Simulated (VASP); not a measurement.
# Ca (Cmcm) in VASP: notebook

Runs on Ca. Level: LDA. Tasks: single point, electron localisation function.

Everything below comes from runs of VASP 6.6.1. Logs are shortened: lines on timing, memory, paths and dates and some standing lists are left out, and cuts for length are marked.

### 1 The structure

The structure is orthorhombic, space group Cmcm (No. 63). Conventional cell: a = 3.943 Å, b = 6.791 Å, c = 6.509 Å, α = 90.00°, β = 90.00°, γ = 90.00°. Around Ca (site symmetry m2m) lie 12 Ca at 3.93 to 3.98 Å.

This isn't the form of Ca at room conditions, which is fcc.

### 2 Single point, LDA

Contents of INCAR:

```
SYSTEM = Ca
PREC = Accurate
ENCUT = 520
EDIFF = 1E-6
ISMEAR = 0
SIGMA = 0.05
LREAL = .False.
LASPH = .True.
NELM = 100
ALGO = Fast
ISIF = 2
LWAVE = .False.
LCHARG = .True.
GGA = CA
LELF = .True.
LVHAR = .True.
```

Contents of KPOINTS:

```
Automatic mesh
0
Gamma
  8 8 4
  0 0 0
```

Contents of POSCAR:

```
Ca
1.0
    1.9712759950     -3.3954901800      0.0000000000
    1.9712759950      3.3954901800      0.0000000000
    0.0000000000      0.0000000000      6.5091117400
Ca
2
Cartesian
    1.9712759950      2.2789620097      4.8818338050
    1.9712759950     -2.2789620097      1.6272779350
```

Potentials or basis: VASP PAW LDA potentials, release 64 (Ca_sv).

Command:

```bash
$ cat potpaw_LDA.64/Ca_sv/POTCAR > POTCAR
$ mpirun -np 1 vasp_std > vasp.out
```

OUTCAR:

```text
SYSTEM = Ca
   PREC = Accurate
   ENCUT = 520
   EDIFF = 1E-6
   ISMEAR = 0
   LREAL = .False.
   LASPH = .True.
   NELM = 100
   ISIF = 2
   GGA = CA

 ion  position               nearest neighbor table
   1  0.164  0.836  0.750-
   2  0.836  0.164  0.250-

  LATTYP: Found a base centered orthorhombic cell.
 ALAT       =     3.9425519900
 B/A-ratio  =     1.7224834009
 C/A-ratio  =     1.6509894496

  Lattice vectors:

 A1 = (   1.9712759950,  -3.3954901800,   0.0000000000)
 A2 = (   1.9712759950,   3.3954901800,   0.0000000000)
 A3 = (   0.0000000000,   0.0000000000,   6.5091117400)

Analysis of symmetry for initial positions (statically):
=====================================================================
 Subroutine PRICEL returns:
 Original cell was already a primitive cell.

 Routine SETGRP: Setting up the symmetry group for a
 base centered orthorhombic supercell.

 Subroutine GETGRP returns: Found  8 space group operations
 (whereof  4 operations were pure point group operations)
 out of a pool of  8 trial point group operations.

The static configuration has the point symmetry C_2h.
 The point group associated with its full space group is D_2h.

Analysis of symmetry for dynamics (positions and initial velocities):
=====================================================================
 Subroutine PRICEL returns:
 Original cell was already a primitive cell.

 Routine SETGRP: Setting up the symmetry group for a
 base centered orthorhombic supercell.

 Subroutine GETGRP returns: Found  8 space group operations
 (whereof  4 operations were pure point group operations)
 out of a pool of  8 trial point group operations.

The dynamic configuration has the point symmetry C_2h.
 The point group associated with its full space group is D_2h.

 Subroutine INISYM returns: Found  8 space group operations
 (whereof  4 operations are pure point group operations),
 and found     1 'primitive' translations

----------------------------------------------------------------------------------------

                                     Primitive cell

  volume of cell :      87.1368

  direct lattice vectors                    reciprocal lattice vectors
     1.971275995 -3.395490180  0.000000000     0.253642819 -0.147254144  0.000000000
     1.971275995  3.395490180  0.000000000     0.253642819  0.147254144  0.000000000
     0.000000000  0.000000000  6.509111740     0.000000000  0.000000000  0.153630793

  length of vectors
     3.926230076  3.926230076  6.509111740     0.293289043  0.293289043  0.153630793

  position of ions in fractional coordinates (direct lattice)
     0.164413400  0.835586600  0.750000000
     0.835586600  0.164413400  0.250000000

  ion indices of the primitive-cell ions
   primitive index   ion index
                 1           1
                 2           2

----------------------------------------------------------------------------------------

 KPOINTS: Automatic mesh

Automatic generation of k-mesh.
 Grid dimensions read from file:
 generate k-points for:    8    8    4

 Generating k-lattice:

  Cartesian coordinates                     Fractional coordinates (reciprocal lattice)
     0.031705352 -0.018406768  0.000000000     0.125000000  0.000000000  0.000000000
     0.031705352  0.018406768  0.000000000     0.000000000  0.125000000  0.000000000
     0.000000000  0.000000000  0.038407698     0.000000000  0.000000000  0.250000000

  Length of vectors
     0.036661130  0.036661130  0.038407698

  Shift w.r.t. Gamma in fractional coordinates (k-lattice)
     0.000000000  0.000000000  0.000000000

 Subroutine IBZKPT returns following result:
 ===========================================

 Found     63 irreducible k-points:

 Following reciprocal coordinates:
            Coordinates               Weight
  0.000000  0.000000  0.000000      1.000000
  0.125000  0.000000  0.000000      4.000000
  0.250000  0.000000  0.000000      4.000000
  0.375000 -0.000000  0.000000      4.000000
  0.500000  0.000000  0.000000      2.000000
  0.125000  0.125000  0.000000      2.000000
[... 16 lines left out ...]
  0.125000  0.000000  0.250000      8.000000
  0.250000  0.000000  0.250000      8.000000
 [... further k-points ...]
   k-points           NKPTS =     63   k-points in BZ     NKDIM =     63   number of bands    NBANDS=     14
   number of dos      NEDOS =    301   number of ions     NIONS =      2
   total plane-waves  NPLWV =  43200
   dimension x,y,z NGX =    30 NGY =   30 NGZ =   48
   dimension x,y,z NGXF=    60 NGYF=   60 NGZF=   96
   ions per type =               2
   NGX,Y,Z   is equivalent  to a cutoff of  12.70, 12.70, 12.26 a.u.
   NGXF,Y,Z  is equivalent  to a cutoff of  25.41, 25.41, 24.52 a.u.
 SYSTEM =  Ca
   PREC   = accura    normal or accurate (medium, high low for compatibility)
   ISTART =      0    job   : 0-new  1-cont  2-samecut
   ICHARG =      2    charge: 1-file 2-atom 10-const
   ISPIN  =      1    spin polarized calculation?
   LNONCOLLINEAR =      F non collinear calculations
   LSORBIT =      F    spin-orbit coupling
   LASPH  =      T    aspherical Exc in radial PAW
   ENCUT  =  520.0 eV  38.22 Ry    6.18 a.u.   7.30  7.30 12.10*2*pi/ulx,y,z
   NELM   =    100;   NELMIN=  2; NELMDL= -5     # of ELM steps
   EDIFF  = 0.1E-05   stopping-criterion for ELM
   LREAL  =      F    real-space projection
   EDIFFG = 0.1E-04   stopping-criterion for IOM
   NSW    =      0    number of steps for IOM
   IBRION =     -1    ionic relax: 0-MD 1-quasi-New 2-CG
   NFREE  =      0    steps in history (QN), initial steepest desc. (CG)
   ISIF   =      2    stress and relaxation
   ISYM   =      2    0-nonsym 1-usesym 2-fastsym
   POTIM  = 0.5000    time-step for ionic-motion
   TEBEG  =    0.0;   TEEND  =   0.0 temperature during run
   PSTRESS=    0.0 pullay stress
   NELECT =      20.0000    total number of electrons
   NUPDOWN=      -1.0000    fix difference up-down
   EMIN   =  10.00;   EMAX   =-10.00  energy-range for DOS
   EFERMI =   0.00;   METHOD = LEGACY
   ISMEAR =     0;   SIGMA  =   0.05  broadening in eV -4-tet -1-fermi 0-gaus
   EFERMI_NEDOS =   21; number of points for ismear=-14 and -15
   IALGO  =     68    algorithm
   IMIX   =      4    mixing-type and parameters
     AMIX     =   0.40;   BMIX     =  1.00
     AMIX_MAG =   1.60;   BMIX_MAG =  1.00
  volume/ion in A,a.u.               =      43.57       294.01
  Fermi-wavevector in a.u.,A,eV,Ry     =   1.002346  1.894159 13.669737  1.004697
  Thomas-Fermi vector in A             =   2.134827
   LORBIT       =      0    0 simple, 1 ext, 2 COOP (PROOUT), +10 PAW based schemes
   GGA     = CA    functional components
   LHFCALC =     F    Hartree Fock is set to
   AEXX    =    0.0000 exact exchange contribution
   IVDW    =     0    specifies the selected vdW correction
   LEPSILON=     F    determine dielectric tensor
   LRPA    =     F    only Hartree local field effects (RPA)
 non-spin polarized calculation
 RMM-DIIS sequential band-by-band and
 Gauss-broadening in eV      SIGMA  =   0.05
  energy-cutoff  :      520.00
  volume of cell :       87.14
 maximum number of plane-waves:      2378
 NGX is ok and might be reduce to    30
   NGX = 15   NGY = 15   NGZ = 25

 number of electron      20.0000001 magnetization

 Free energy of the ion-electron system (eV)
  ---------------------------------------------------
  ext. energy  EPLUGINS =         0.00000000
  ---------------------------------------------------
  free energy    TOTEN  =        -4.33720223 eV

  energy without entropy =       -4.33572089  energy(sigma->0) =       -4.33646156

 E-fermi :   1.7083     XC(G=0):  -7.8615

 val. band max:        1.6015573307   @ k =  -0.2500   0.2500   0.0000
 cond. band min:       1.7161669612   @ k =   0.2500   0.1250   0.0000
 fundamental gap:      0.1146096305
 Fermi energy:         1.7083259629

 k-point     1 :       0.0000    0.0000    0.0000
  band No.  band energies     occupation
      1     -39.9796      2.00000
      2     -39.9679      2.00000
      3     -21.3088      2.00000
      4     -21.2122      2.00000
      5     -21.2112      2.00000
      6     -21.1956      2.00000
      7     -21.1948      2.00000
      8     -21.1854      2.00000
      9      -2.3048      2.00000
     10       0.5797      2.00000
     11       1.4882      2.00000
     12       3.7593      0.00000
     13       3.8185      0.00000
     14       3.8442      0.00000

 k-point     2 :       0.1250    0.0000    0.0000
  band No.  band energies     occupation
      1     -39.9779      2.00000
      2     -39.9670      2.00000
      3     -21.3027      2.00000
      4     -21.2263      2.00000
      5     -21.2165      2.00000
      6     -21.2106      2.00000
      7     -21.1976      2.00000
      8     -21.1876      2.00000
      9      -2.0721      2.00000
     10       0.8093      2.00000
     11       1.5105      2.00000
     12       3.4093      0.00000
     13       3.8716      0.00000
     14       4.0229      0.00000

 k-point     3 :       0.2500    0.0000    0.0000
  band No.  band energies     occupation
      1     -39.9738      2.00000
      2     -39.9649      2.00000
      3     -21.2864      2.00000
      4     -21.2625      2.00000
      5     -21.2465      2.00000
      6     -21.2270      2.00000
      7     -21.2043      2.00000
      8     -21.1942      2.00000
      9      -1.4050      2.00000
     10       1.4003      2.00000
     11       1.5976      1.99826
     12       2.7654      0.00000
     13       3.4288      0.00000
     14       3.7694      0.00000

 k-point     4 :       0.3750   -0.0000    0.0000
  band No.  band energies     occupation
      1     -39.9692      2.00000
      2     -39.9633      2.00000
      3     -21.2990      2.00000
      4     -21.2815      2.00000
      5     -21.2663      2.00000
      6     -21.2373      2.00000
      7     -21.2113      2.00000
      8     -21.2048      2.00000
      9      -0.4035      2.00000
     10       1.7628      0.12304
     11       1.8812      0.00000
     12       1.9615      0.00000
     13       3.2459      0.00000
     14       3.3219      0.00000

 k-point     5 :       0.5000    0.0000    0.0000
  band No.  band energies     occupation
      1     -39.9670      2.00000
      2     -39.9629      2.00000
      3     -21.3142      2.00000
      4     -21.2957      2.00000
      5     -21.2549      2.00000
      6     -21.2414      2.00000
      7     -21.2142      2.00000
      8     -21.2121      2.00000
      9       0.5594      2.00000
     10       1.0410      2.00000
     11       1.8817      0.00000
[... 276 lines left out ...]
 k-point    22 :       0.0000    0.0000    0.2500
  band No.  band energies     occupation
      1     -39.9779      2.00000
      2     -39.9696      2.00000
      3     -21.2910      2.00000
      4     -21.2098      2.00000
      5     -21.2089      2.00000
      6     -21.2037      2.00000
      7     -21.1979      2.00000
      8     -21.1974      2.00000
      9      -2.0504      2.00000
     10      -0.2727      2.00000
     11       2.1790      0.00000
     12       3.5329      0.00000
     13       3.7653      0.00000
     14       3.8660      0.00000

 k-point    23 :       0.1250    0.0000    0.2500
  band No.  band energies     occupation
      1     -39.9763      2.00000
      2     -39.9686      2.00000
      3     -21.2874      2.00000
      4     -21.2228      2.00000
      5     -21.2187      2.00000
      6     -21.2137      2.00000
      7     -21.2004      2.00000
      8     -21.1987      2.00000
      9      -1.8224      2.00000
     10      -0.0699      2.00000
     11       2.2022      0.00000
     12       3.4450      0.00000
     13       3.6028      0.00000
     14       3.7912      0.00000

 k-point    24 :       0.2500    0.0000    0.2500
  band No.  band energies     occupation
      1     -39.9725      2.00000
      2     -39.9662      2.00000
      3     -21.2842      2.00000
      4     -21.2561      2.00000
      5     -21.2476      2.00000
      6     -21.2237      2.00000
      7     -21.2077      2.00000
      8     -21.2020      2.00000
      9      -1.1714      2.00000
     10       0.4711      2.00000
     11       2.2468      0.00000
     12       2.8587      0.00000
     13       3.4381      0.00000
     14       3.4577      0.00000

 [... further k-points ...]

------------------------ aborting loop because EDIFF is reached ----------------------------------------

  FORCE on cell =-STRESS in cart. coord.  units (eV):
  Direction    XX          YY          ZZ          XY          YZ          ZX
  --------------------------------------------------------------------------------------
  -------------------------------------------------------------------------------------
  Total       -1.2344770     -1.0911525     -1.1428996      0.0000000      0.0000000      0.0000000
  in kB      -22.6982282    -20.0629326    -21.0144019      0.0000000      0.0000000      0.0000000
  external PRESSURE =     -21.2585209 kB  Pullay stress =       0.0000000 kB

 VOLUME and BASIS-vectors are now :
 -----------------------------------------------------------------------------
  energy-cutoff  :      520.00
  volume of cell :       87.14
      direct lattice vectors                 reciprocal lattice vectors
     1.971275995 -3.395490180  0.000000000     0.253642819 -0.147254144  0.000000000
     1.971275995  3.395490180  0.000000000     0.253642819  0.147254144  0.000000000
     0.000000000  0.000000000  6.509111740     0.000000000  0.000000000  0.153630793

 POSITION                                       TOTAL-FORCE (eV/Angst)
 -----------------------------------------------------------------------------------
      1.97128      2.27896      4.88183         0.000000     -0.015788      0.000000
      1.97128     -2.27896      1.62728         0.000000      0.015788     -0.000000
 -----------------------------------------------------------------------------------
    total drift:                                0.000000     -0.000000      0.000000

  FREE ENERGIE OF THE ION-ELECTRON SYSTEM (eV)
  ---------------------------------------------------
  free  energy   TOTEN  =        -4.3372022264 eV

  energy  without entropy=       -4.3357208939  energy(sigma->0) =       -4.33646156
```

Wall time 98 s (1 thread of Intel Xeon Platinum 8259CL at 2.50GHz (Skylake/Cascade Lake), shared host); peak memory 0.2 GiB.

What came out:

```
Free energy            : -4.3372 eV
Pressure               : -2.1 GPa
Largest force          : 0.016 eV/Å
Band gap on the k mesh : none (metal or under the smearing width)
```

Forces in eV/Å, atoms in the order of the input:
```
Ca   0.000 -0.016  0.000
Ca   0.000  0.016  0.000
```

Stress tensor (GPa, compression positive):
```
-2.27  0.00  0.00
 0.00 -2.01  0.00
 0.00  0.00 -2.10
```

### 3 Single point, LDA

Contents of run.py:

```python
from ase.calculators.vasp import Vasp
from ase.dft.bandgap import bandgap
from ase.io import read

atoms = read('POSCAR')
calc = Vasp(
    directory='calc',
    xc='lda',
    pp='LDA',
    setups='recommended',
    prec='Accurate',
    encut=520,
    ediff=1e-06,
    ismear=0,
    sigma=0.05,
    lreal=False,
    lasph=True,
    nelm=80,
    algo='Normal',
    isif=2,
    lwave=False,
    lcharg=True,
    lelf=True,
    lvhar=True,
    kpts=[8, 8, 4],
    gamma=True,
    nbands=17,
)
atoms.calc = calc

print('energy (eV):', atoms.get_potential_energy())
print('free energy (eV):', atoms.get_potential_energy(force_consistent=True))
print('forces (eV/A):')
print(atoms.get_forces())
print('stress (eV/A^3, Voigt):', atoms.get_stress())
print('Fermi level (eV):', calc.get_fermi_level())
gap, top, bottom = bandgap(calc)
print('band gap (eV):', gap, 'from (spin, k, band)', top, 'to', bottom)
```

Contents of POSCAR:

```
Ca
1.0
    1.9712759950     -3.3954901800      0.0000000000
    1.9712759950      3.3954901800      0.0000000000
    0.0000000000      0.0000000000      6.5091117400
Ca
2
Direct
    0.1644134000      0.8355866000      0.7500000000
    0.8355866000      0.1644134000      0.2500000000
```

Potentials or basis: VASP PAW LDA potentials, release 64 (Ca_sv).

Command:

```bash
$ python run.py
```

Run time: 73 s. Hardware: 1 thread of Intel Xeon Platinum 8259CL at 2.50GHz (Skylake/Cascade Lake), shared host; peak memory 0.21 GiB.

It converged, with:

- Free energy: -4.3372 eV
- Pressure: -2.0 GPa
- Largest force: 0.016 eV/Å
- Band gap on the k mesh: none (metal or under the smearing width)

Forces on the atoms (eV/Å):
```
Ca   0.000 -0.016  0.000
Ca   0.000  0.016  0.000
```

Stress tensor (GPa, compression positive):
```
-2.19  0.00  0.00
 0.00 -1.93  0.00
 0.00  0.00 -2.02
```

Levels at points of the mesh, in eV from the Fermi level:
```
           k point  band 8  band 9  band 10  band 11  band 12  band 13
(0.00, 0.00, 0.00)  -22.90   -4.01    -1.13    -0.22     2.05     2.10
(0.50, 0.00, 0.00)  -22.92   -1.15    -0.67     0.17     0.31     1.28
(0.50, 0.50, 0.00)  -22.93   -1.11    -0.66     0.20     0.33     1.24
(0.00, 0.00, 0.50)  -22.91   -3.03    -3.03     1.25     1.25     2.09
(0.50, 0.00, 0.50)  -22.93   -0.72    -0.72     0.09     0.09     1.33
(0.50, 0.50, 0.50)  -22.93   -0.71    -0.71     0.13     0.13     1.31
```

### 4 Electron localisation function, LDA

Contents of INCAR:

```
SYSTEM = Ca
ALGO     = Fast           ! electronic algorithm
EDIFF    = 1E-6           ! SCF threshold, eV
ENCUT    = 520            ! plane-wave cutoff, eV
GGA      = CA             ! functional
ISIF     = 2              ! what is computed and relaxed
ISMEAR   = 1              ! smearing method
LASPH    = .True.         ! aspherical terms in the spheres
LCHARG   = .True.         ! write CHGCAR
LELF     = .True.         ! ELF
LREAL    = .False.        ! projectors in reciprocal space
LWAVE    = .False.        ! write WAVECAR
NELM     = 60             ! most SCF steps
PREC     = Accurate       ! precision mode
SIGMA    = 0.2            ! smearing width, eV
```

Contents of KPOINTS:

```
k-points
0
Gamma
  8 8 4
  0 0 0
```

POSCAR is that of step 3.

Command:

```bash
$ cat potpaw_LDA.64/Ca_sv/POTCAR > POTCAR
$ mpirun -np 1 vasp_std > vasp.out
```

Wall time 2.3 min (1 thread of Intel Xeon Platinum 8259CL at 2.50GHz (Skylake/Cascade Lake), shared host); peak memory 0.2 GiB.

Results (log left out):

* Free energy: -4.3308 eV
* Pressure: -2.1 GPa
* Largest force: 0.014 eV/Å
* Band gap on the k mesh: none (metal or under the smearing width)

Forces in eV/Å, atoms in the order of the input:
```
Ca   0.000 -0.014  0.000
Ca   0.000  0.014  0.000
```

Stress tensor (GPa, compression positive):
```
-2.20  0.00  0.00
 0.00 -1.97  0.00
 0.00  0.00 -2.03
```

Levels at points of the mesh, in eV from the Fermi level:
```tsv
k point	band 6	band 7	band 8	band 9	band 10	band 11	band 12	band 13	band 14
(0.00, 0.00, 0.00)	-22.90	-22.90	-22.89	-4.00	-1.12	-0.21	2.06	2.12	2.14
(0.50, 0.00, 0.00)	-22.94	-22.92	-22.91	-1.14	-0.66	0.18	0.32	1.29	1.77
(0.50, 0.50, 0.00)	-22.95	-22.92	-22.92	-1.10	-0.65	0.21	0.33	1.25	1.77
(0.00, 0.00, 0.50)	-22.91	-22.91	-22.91	-3.03	-3.03	1.26	1.26	2.10	2.14
(0.50, 0.00, 0.50)	-22.93	-22.92	-22.92	-0.71	-0.71	0.10	0.10	1.34	1.34
(0.50, 0.50, 0.50)	-22.93	-22.92	-22.92	-0.71	-0.71	0.14	0.14	1.32	1.32
```
